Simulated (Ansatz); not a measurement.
# Yttrium, fcc: HSE06 at the PBE geometry

How do the levels change when part of the exchange is made exact, and what does it cost? Spin polarisation is left out. The cell comes from an earlier PBE relaxation. Exact exchange is dear, so the k-mesh is coarse, and PBE is run on the same mesh for comparison.

Program: Ansatz 0.2.0. Level of theory: DFT, plane waves (420 eV) with PBE-made PAW files, scalar-relativistic; functionals as named at each step. These are calculated values, not measurements.

## Step 1: Starting point

Symmetry: Fm-3m, No. 225, cubic system. The conventional cell has a = 5.070 Å, b = 5.070 Å, c = 5.070 Å, α = 90.00°, β = 90.00°, γ = 90.00°. Y (site symmetry m-3m) is surrounded by 12 Y at 3.59 Å.

As a file:

```cif
data_structure
_symmetry_space_group_name_H-M 'Fm-3m'
_symmetry_Int_Tables_number 225
_cell_length_a 5.0701
_cell_length_b 5.0701
_cell_length_c 5.0701
_cell_angle_alpha 90.000
_cell_angle_beta 90.000
_cell_angle_gamma 90.000
_cell_volume 130.33
loop_
_atom_site_label
_atom_site_type_symbol
_atom_site_symmetry_multiplicity
_atom_site_Wyckoff_symbol
_atom_site_fract_x
_atom_site_fract_y
_atom_site_fract_z
_atom_site_occupancy
Y1 Y 4 a 0.00000 0.00000 0.00000 1
```

## Step 2: PBE on the coarse mesh

The run with PBE.

Input file input.yaml:

```yaml
crystal:
  lattice:
    - [0.0, 2.5350693196, 2.5350693196]
    - [2.5350693196, 0.0, 2.5350693196]
    - [2.5350693196, 2.5350693196, 0.0]
  atoms:
    - { symbol: "Y", position: [0.0, 0.0, 0.0] }
hamiltonian:
  xc: pbe
  pseudopotentials:
    kind: paw
    azcp:
      "Y": "pseudopotentials/Y.paw.azcp"
basis:
  ecutwfc: 420
  fft_grid_basis: typed
kpoints:
  mp_grid: { grid: [6, 6, 6], shift: [0, 0, 0] }
magnetization:
  spin_polarized: false
scf:
  occupations: { method: fermi_dirac, width: 0.1 }
```

The run is started by

```
> ansatz run input.yaml --threads 4 --pin off --max-ram 8192MiB --backend cpu --events-out ev --progress --plain --runs-dir out
```

## Step 3: HSE06 on the coarse mesh

The run with HSE06.

input.yaml, as its differences from that of step 2:

```diff
@@ -8,3 +8,3 @@
 hamiltonian:
-  xc: pbe
+  xc: hse06
   pseudopotentials:
```

(Steps that only read results are left out.)

Before running it: what results should come out? Wanted: PBE: gap; HSE06: gap.

As calculated:

| quantity | value |
| --- | --- |
| PBE: gap | none (levels filled in part) |
| HSE06: gap | none (levels filled in part) |
| HSE06: SCF cycles, exchange loops | 16, 2 |
| HSE06: CPU time over that of PBE | 22 |

**Reading.** Both PBE and HSE06 leave levels filled in part. The hybrid took 22 times as much CPU time as PBE on the same settings. The exchange operator of HSE06 was renewed in 2 outer loops. The total energies in the logs cannot be compared from one functional to another.
